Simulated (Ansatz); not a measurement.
Crystal: BaTiO3.

```
Ba Ti O
1.0
    -0.09159    0.02278   -3.96240
     3.88088    4.13178    0.06850
     3.92317   -4.17407    0.11386
Ba Ti O
2 2 6
Direct
  0.99749 0.00015 0.00043
  0.99982 0.49875 0.50109
  0.50075 0.49906 0.99785
  0.50366 0.99877 0.49738
  0.99896 0.49878 0.99824
  0.00194 0.99976 0.50212
  0.49413 0.25153 0.25251
  0.49937 0.75231 0.74826
  0.50326 0.25086 0.74969
  0.50062 0.75003 0.25243
```

| Quantity | Value |
| --- | --- |
| Program | Ansatz 0.2.0 |
| Task | relaxation of cell and atoms |
| Functional | PBEsol |
| Potentials or basis | Ansatz PAW |
| Cutoff | 420 eV (not typed: the program's choice for these potentials) |
| k mesh | 7 × 5 × 5 |
| Occupations | fermi-dirac, width 0.05 eV |
| Spin | no spin polarisation |
| Hubbard terms | Ti d U = 1 eV |

At the start: volume 12.83 Å³/atom.

Task: Where does the relaxation end?

Result: It ends after 12 steps and the volume is 12.68 Å³/atom (-1.2 %); space group R3m (No. 160, to 0.05 Å).

Step by step:
```csv
step,energy change (eV),largest force (eV/Å),volume (Å³)
1,0.0000,0.2550,128.34
2,-0.1751,0.2223,125.46
3,-0.3181,0.0513,125.24
4,-0.3206,0.0874,125.54
5,-0.3428,0.0140,126.41
6,-0.3421,0.0069,126.78
7,-0.3419,0.0012,126.83
8,-0.3447,0.0015,126.83
9,-0.3456,0.0027,126.81
10,-0.3456,0.0028,126.81
11,-0.3457,0.0005,126.81
12,-0.3457,0.0006,126.81
```

Final structure:
```
CELL_PARAMETERS angstrom
-0.00391 0.00386 -3.98707
3.98234 3.98560 -0.00041
3.99014 -3.99309 0.00731
ATOMIC_POSITIONS crystal
Ba 0.00554 0.00014 0.99438
Ba 0.00554 0.50014 0.49438
Ti 0.51532 0.50031 0.98452
Ti 0.51532 0.00031 0.48452
O 0.98932 0.49992 0.00516
O 0.98932 0.99992 0.50516
O 0.49496 0.24698 0.25802
O 0.49496 0.74698 0.75802
O 0.49485 0.25265 0.75792
O 0.49486 0.75265 0.25791
```

Caveat: the plane-wave basis is chosen anew once the cell has moved, so the energies of steps on either side of that aren't comparable; the pressure holds a Pulay correction of +0.6 GPa for the finite cutoff; the PAW data sets come from PBE, with cores solved anew for the run's functional, which leaves a small shift of forces and pressure.
